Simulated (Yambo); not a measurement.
Crystal: BP.

```
P B
1.0
     0.00000    2.26900    2.26900
     2.26900    0.00000    2.26900
     2.26900    2.26900    0.00000
P B
1 1
Direct
  0.75000 0.75000 0.75000
  0.00000 0.00000 0.00000
```

Base run:

- Program: Yambo 5.3.0
- Functional: LDA
- Potentials or basis: PseudoDojo 0.4.1 SR LDA standard
- Cutoff: 1034 eV
- Density cutoff: 4136 eV
- k mesh: 6 × 6 × 6
- Occupations: fixed
- Spin: no spin polarisation

Its results: band gap on the k mesh, mean-field level 1.32 eV, indirect (least direct gap 3.39 eV).

Question: The run is repeated on the same cell with these changes: functional from LDA to PBE; potentials or basis from PseudoDojo 0.4.1 SR LDA standard to SG15 PBE 1.2; cutoff from 1034 eV to 952 eV; density cutoff from 4136 eV to 3810 eV. What comes out?

Answer: Band gap on the k mesh, mean-field level 1.37 eV, indirect (least direct gap 3.43 eV).

Caveats: this k mesh misses the band edges, so its gaps are larger than the crystal's.
